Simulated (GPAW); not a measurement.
Runs of GPAW 26.7.0 on TiO2. Symmetry: P4_2/mnm, No. 136, tetragonal system. Conventional cell: a = 4.600 Å, b = 4.600 Å, c = 2.959 Å, α = 90.00°, β = 90.00°, γ = 90.00°. Ti (site symmetry mmm) has 6 O at 1.95 to 1.98 Å as nearest neighbours. O (site symmetry m2m) has 3 Ti at 1.95 to 1.98 Å as nearest neighbours. The cell is a database's computed one.

```tsv
task	level	potentials or basis	U	cell	k mesh	cutoff (eV)	supercell	supercell k mesh	displacement	relaxed first	ecut relax	grid spacing	gap on the mesh (eV)	pressure (GPa)	relaxed volume (Å³/atom)	largest force (eV/Å)
phonons	WC	PAW data sets generated in the run's folder for this functional, pw	-	relaxed	5 × 5 × 8	680	1 × 1 × 1	5 × 5 × 8	0.01	cell	800	-	1.85	0.0	-	-
band structure	r4SCAN	GPAW PAW data sets (gpaw-data 1.2.1), pw	-	as given	4 × 4 × 6	800	-	-	-	-	-	-	2.24	(d)	-	0.03
band structure	PBEsol+U	PAW data sets generated in the run's folder for this functional, pw	Ti d U = 6 eV	as given	4 × 4 × 7	800	-	-	-	-	-	-	2.81	5.7	-	0.06
relaxation of cell and atoms	PBE+D3	GPAW PAW data sets (gpaw-data 1.2.1), pw	-	relaxed	4 × 4 × 6	800	-	-	-	-	-	-	1.85	-0.1	(b)	0.01
band structure	PBE	SG15 ONCV 1.2, pw	-	as given	4 × 4 × 6	1100	-	-	-	-	-	-	1.91	4.4	-	0.01
band structure	PBEsol+U	PAW data sets generated in the run's folder for this functional, pw	Ti d U = 3 eV	as given	4 × 4 × 7	800	-	-	-	-	-	-	2.30	2.0	-	0.01
band structure	PBE	GPAW PAW data sets (gpaw-data 1.2.1), fd	-	as given	4 × 4 × 6	-	-	-	-	-	-	0.2 Å	(c)	-	-	0.06
relaxation of cell and atoms	RPBE+D3	the program's PAW data sets (release 1.2.1) made for this functional, pw	-	relaxed	4 × 4 × 6	800	-	-	-	-	-	-	1.86	0.2	10.70	0.02
relaxation of cell and atoms	MS2	GPAW PAW data sets (gpaw-data 1.2.1), pw	-	relaxed	4 × 4 × 6	800	-	-	-	-	-	-	2.25	0.0	10.48	-
single point	PBE	GPAW PAW data sets (gpaw-data 1.2.1), pw	-	as given	6 × 6 × 9	800	-	-	-	-	-	-	1.87	(a)	-	0.03
single point	TB-mBJ	GPAW PAW data sets for LDA (gpaw-data 1.2.1), pw	-	as given	4 × 4 × 6	800	-	-	-	-	-	-	2.57	-	-	-
```

Alike in all rows: no spin polarisation; smearing fermi-dirac 0.05 eV.

Problem. Estimate the missing entries.

Solution. (a) 5.3; (b) 10.58; (c) 1.88; (d) -0.9.

Caveats: the PAW data sets were made with another functional, which shifts forces and pressure a little (some runs); later steps reuse the first step's grids (some runs); an odd mesh through Γ misses points on the zone boundary, where band edges often lie (some runs); the cutoff is short for stress and forces, so pressures can be off by a GPa or more (some runs); the LO-TO splitting is left out (some runs); the real-space grid adds noise to forces (some runs); a model potential gives levels but no total energy (some runs).

Not every run made on this cell is shown here.
